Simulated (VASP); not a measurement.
Wanted: an ASE script for a VASP 6.6.1 run.

```
Task                   : band structure
Functional             : revPBE
Potentials or basis    : VASP PAW PBE potentials, release 64 (Rb_sv)
Cutoff                 : 520 eV
k mesh                 : 7 × 7 × 7
Occupations            : methfessel-paxton, width 0.1 eV
Spin                   : no spin polarisation
Further INCAR settings : ALGO = Fast; EDIFF = 1.00e-06; ISYM = 0
```

The structure of Rb lies in Rb.cif:

```cif
data_Rb
_cell_length_a 4.92411056
_cell_length_b 4.92411056
_cell_length_c 4.92411056
_cell_angle_alpha 107.41608901
_cell_angle_beta 107.41608901
_cell_angle_gamma 113.66463534
_space_group_name_H-M_alt 'P1'
_space_group_name_Hall 'P 1'
_space_group_IT_number 1
loop_
_space_group_symop_operation_xyz
'x,y,z'
loop_
_atom_site_label
_atom_site_type_symbol
_atom_site_symmetry_multiplicity
_atom_site_Wyckoff_symbol
_atom_site_fract_x
_atom_site_fract_y
_atom_site_fract_z
_atom_site_occupancy
Rb1 Rb 1 a 0.0000000000 0.0000000000 0.0000000000 1
```

This isn't the form of Rb at room conditions, which is bcc.

The cell isn't the ideal one: volume scaled by 0.96.

These files were run (other wordings do the same):

run.py

```python
from ase.calculators.vasp import Vasp
from ase.dft.bandgap import bandgap
from ase.io import read

atoms = read('Rb.cif')
calc = Vasp(
    directory='calc',
    xc='revpbe',
    pp='PBE',
    setups='recommended',
    prec='Accurate',
    encut=520,
    ediff=1e-06,
    ismear=1,
    sigma=0.1,
    lreal=False,
    lasph=True,
    nelm=80,
    algo='Fast',
    isif=2,
    lwave=False,
    lcharg=True,
    kpts=[7, 7, 7],
    gamma=True,
)
atoms.calc = calc

print('energy (eV):', atoms.get_potential_energy())
print('free energy (eV):', atoms.get_potential_energy(force_consistent=True))
efermi = calc.get_fermi_level()
print('Fermi level (eV):', efermi)
path = atoms.cell.bandpath(npoints=60, eps=1e-4)
print('path:', path.path)
calc.set(kpts=path.kpts, reciprocal=True, icharg=11, isym=0, lcharg=False)
calc.calculate(atoms)
print('gap on the path (eV):', bandgap(calc, efermi=efermi)[0])
print('direct gap on the path (eV):', bandgap(calc, efermi=efermi, direct=True)[0])
```

Potentials or basis: VASP PAW PBE potentials, release 64 (Rb_sv).

Launch:

```console
$ python run.py
```

It gave:

```yaml
Band_gap_along_the_path: none (metal or under the smearing width)
```

Caveat: the log is that of the step along the path at fixed density, whose energy, stress, charges and moments have no meaning.

Run time: 42 s on 1 thread of Intel(R) Xeon(R) Platinum 8559C (Emerald Rapids), with other jobs on the host, peak memory 0.23 GiB.
